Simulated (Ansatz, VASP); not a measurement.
## Hg in VASP and in Ansatz

```
Hg
1.0
    -1.82333    1.82333    1.82333
     1.82333   -1.82333    1.82333
     1.82333    1.82333   -1.82333
Hg
1
Direct
  0.00000 0.00000 0.00000
```

Alike in both runs: task single point; functional LDA; k mesh 14 × 14 × 14; occupations fermi-dirac, width 0.1 eV; no spin polarisation.

|  | VASP | Ansatz |
| --- | --- | --- |
| version | VASP 6.6.1 | Ansatz 0.2.0 |
| potentials or method | VASP PAW LDA potentials, release 64 (Hg) | plane waves (420 eV) with PAW, scalar-relativistic |
| plane-wave cutoff (eV) | 520 | 420 |
| valence electrons in the cell | 12 | 20 |

VASP gave:

| Property | Result |
| --- | --- |
| pressure (GPa) | -2.4 |

What did Ansatz give for the same quantities?

Pressure (GPa): -2.8.

The two sets of potentials don't hold the same shells in valence. Ansatz warned: «pseudo_functional_mismatch».

The runs have no spin-orbit coupling, so splittings on Hg are missing.
